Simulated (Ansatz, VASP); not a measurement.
## One calculation of Be, two programs

```
Be
1.0
    -3.35901    3.35901    3.35901
     3.35901   -3.35901    3.35901
     3.35901    3.35901   -3.35901
Be
6
Direct
  0.62500 0.25000 0.87500
  0.87500 0.62500 0.25000
  0.75000 0.62500 0.87500
  0.25000 0.87500 0.62500
  0.87500 0.75000 0.62500
  0.62500 0.87500 0.75000
```

Alike in both runs: functional PBE; k mesh 4 × 4 × 4; occupations gaussian, width 0.1 eV; no spin polarisation.

Ansatz relaxed the structure, and its values are those at the end. VASP's run is a single point on that final structure, the one shown.

```csv
,VASP,Ansatz
version,VASP 6.6.1,Ansatz 0.2.0
potentials or method,"VASP PAW PBE potentials, release 64 (Be)","scalar-relativistic, plane waves, PAW"
plane-wave cutoff (eV),520,420
valence electrons in the cell,12,12
```

|  | VASP | Ansatz | Ansatz less VASP |
| --- | --- | --- | --- |
| gap on the k mesh at the Fermi level (eV) | none | none | - |
| pressure (GPa) | 0.1 | 0.1 | -0.03 |

A gap of «none» marks a metal or a gap that the smearing closes.
